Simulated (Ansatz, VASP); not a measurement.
SiO2: VASP beside Ansatz

POSCAR

```
SiO2
1.0
   -2.5969068771      2.5969068771      3.7477661409
    2.5969068771     -2.5969068771      3.7477661409
    2.5969068771      2.5969068771     -3.7477661409
Si O
2 4
Direct
    0.0000000000      0.0000000000      0.0000000000
    0.7500000000      0.2500000000      0.5000000000
    0.9731664718      0.6250000000      0.8481664718
    0.3750000000      0.2231664718      0.3481664718
    0.7768335282      0.1250000000      0.1518335282
    0.8750000000      0.0268335282      0.6518335282
```

File INCAR.step1:

```
SYSTEM = SiO2
PREC = Accurate
ENCUT = 520
ISMEAR = 0
SIGMA = 0.05
LREAL = .FALSE.
LASPH = .TRUE.
NELM = 80
NBANDS = 25
GGA = PE
ALGO = Normal
EDIFF = 1E-4
LWAVE = .TRUE.
LCHARG = .FALSE.
```

File INCAR.step2:

```
SYSTEM = SiO2
PREC = Accurate
ENCUT = 520
EDIFF = 1E-7
ISMEAR = 0
SIGMA = 0.05
LREAL = .FALSE.
LASPH = .TRUE.
NELM = 80
ALGO = Normal
ISIF = 2
LWAVE = .FALSE.
LCHARG = .FALSE.
METAGGA = R2SCAN
LMIXTAU = .TRUE.
NBANDS = 25
ISTART = 1
```

The input KPOINTS:

```
regular mesh
0
G
  6 6 6
  0 0 0
```

Input for Ansatz:

```yaml
crystal:
  lattice:
    - [-2.5969068771, 2.5969068771, 3.7477661409]
    - [2.5969068771, -2.5969068771, 3.7477661409]
    - [2.5969068771, 2.5969068771, -3.7477661409]
  atoms:
    - { symbol: Si, position: [0.0, 0.0, 0.0] }
    - { symbol: Si, position: [0.75, 0.25, 0.5] }
    - { symbol: O, position: [0.9731664718, 0.625, 0.8481664718] }
    - { symbol: O, position: [0.375, 0.2231664718, 0.3481664718] }
    - { symbol: O, position: [0.7768335282, 0.125, 0.1518335282] }
    - { symbol: O, position: [0.875, 0.0268335282, 0.6518335282] }
basis:
  ecutwfc: 500
kpoints:
  mp_grid: { grid: [6, 6, 6] }
hamiltonian:
  xc: r2scan
scf:
  occupations: { method: gaussian, width: 0.05 }
output:
  forces: true
  stress: true
  eigenvalues: true
```

Change from the starting cell: strain +0.050 along x and y, +0.025 along z, atoms carried along.

Alike in both runs: task single point; functional r2SCAN; k mesh 6 × 6 × 6; occupations gaussian, width 0.05 eV; no spin polarisation.

|  | VASP | Ansatz |
| --- | --- | --- |
| version | VASP 6.6.1 | Ansatz 0.2.0 |
| potentials or method | VASP PAW PBE potentials, release 64 (Si, O) | scalar-relativistic, plane waves, PAW |
| plane-wave cutoff (eV) | 520 | 500 |
| valence electrons in the cell | 32 | 32 |

```csv
,VASP,Ansatz,Ansatz less VASP
gap on the k mesh at the Fermi level (eV),5.79,5.80,+0.008
least direct gap on the mesh (eV),5.79,5.80,+0.008
pressure (GPa),-16.1,-16.2,-0.09
largest component of the traceless stress (GPa),1.29,1.27,-0.014
rms of the force components (eV/Å),0.559,0.559,-0.0007
```

Atom by atom the forces differ by 0.001 eV/Å (rms over components).

Caveats: so large a pressure means that the cell lies far from this level's equilibrium, or that cutoff or potentials fall short (VASP); the potentials were made for another functional, which shifts forces and pressure (VASP). A k mesh can miss the band edges.
